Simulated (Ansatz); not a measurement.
# CoRu2: the cost of one run

Computed with Ansatz 0.2.0 (DFT PBE, scalar-relativistic, plane waves, PAW, unless a step's input says otherwise).

2 further runs of the same task are left out: 1 that didn't finish, 1 set aside as unsound or not needed.

## Step 1: Starting point

The structure is trigonal, space group P-3m1 (No. 164). The conventional cell has a = 2.598 Å, b = 2.598 Å, c = 6.364 Å, α = 90.00°, β = 90.00°, γ = 120.00°. Co (site symmetry -3m) has 6 Ru at 2.60 Å and 6 Co at 2.60 Å as nearest neighbours. Ru (site symmetry 3m) is surrounded by 3 Co at 2.60 Å and 9 Ru at 2.60 Å.

Structure file:

```cif
data_structure
_symmetry_space_group_name_H-M 'P 1'
_symmetry_Int_Tables_number 1
_cell_length_a 2.5981
_cell_length_b 2.5981
_cell_length_c 6.3641
_cell_angle_alpha 90.000
_cell_angle_beta 90.000
_cell_angle_gamma 120.000
_cell_volume 37.20
loop_
_atom_site_label
_atom_site_type_symbol
_atom_site_fract_x
_atom_site_fract_y
_atom_site_fract_z
_atom_site_occupancy
Co1 Co 0.00000 0.00000 0.00000 1
Ru1 Ru 0.33333 0.66667 0.66667 1
Ru2 Ru 0.66667 0.33333 0.33333 1
```

The start is an ordering of an alloy on its end members' structure types: elements ordered on the sites of the Cu type, Co/Ru on Cu (P-3m1, No. 164).

## Step 2: The guess as it stands, on a coarse mesh

File input.yaml:

```yaml
crystal:
  lattice:
    - [2.59812606, 0.0, 0.0]
    - [-1.29906303, 2.25004317, 0.0]
    - [0.0, 0.0, 6.36408314]
  atoms:
    - { symbol: Co, position: [0.0, 0.0, 0.0], spin: 3.0 }
    - { symbol: Ru, position: [0.33333333, 0.66666667, 0.66666667] }
    - { symbol: Ru, position: [0.66666667, 0.33333333, 0.33333333] }
basis:
  ecutwfc: 420
kpoints:
  mp_grid: { grid: [6, 6, 4] }
hamiltonian:
  xc: pbe
scf:
  occupations: { method: gaussian, width: 0.1 }
  lower_state_search: "off"
output:
  forces: true
  stress: true
  eigenvalues: true
  populations: true
magnetization:
  spin_polarized: true
```

Run with:

```console
> ansatz run input.yaml --threads 1 --pin off --max-ram 2560MiB --backend cpu --events-out ev --progress --plain --runs-dir out
```

Q: Estimate wall time and peak memory on 1 thread of Arm Neoverse V1, shared host.

About 6.8 s, with a peak of 0.32 GiB.
